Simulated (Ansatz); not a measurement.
`FC(F)OC(F)F` + `F[C](F)F`• → `F[C](F)OC(F)F`• + `FC(F)F`  (hydrogen abstraction from a C–H bond)

Isolated molecules relaxed with PBE0-D4/def2-TZVP in Ansatz; ΔE leaves out vibrations. CCSD(T)/CBS adds triple-zeta CCSD(T) − MP2 to the extrapolated MP2 energy (def2 sets, frozen cores). This one scheme is used for every species. Functionals use def2-TZVPP. Open shells (•) are unrestricted, without spin–orbit coupling. Each species was taken in one conformer, which may not be the lowest.

```
          level  ΔE (eV)
         r2SCAN    -0.07
 MP2/def2-TZVPP    -0.04
CCSD/def2-TZVPP    -0.06
  MP2/CBS(def2)    -0.05
```

Question: What does CCSD(T)/CBS give? (An estimate is asked.)

Answer: Computed: -0.06 eV. The listed levels differ from it by -0.01, 0.02, 0.00, 0.01 eV.

Largest T1 diagnostic among the species: 0.014.

CCSD(T)/CBS has its own doubt, a few kJ/mol and more with outer-core shells, so smaller differences from it don't rank the levels.
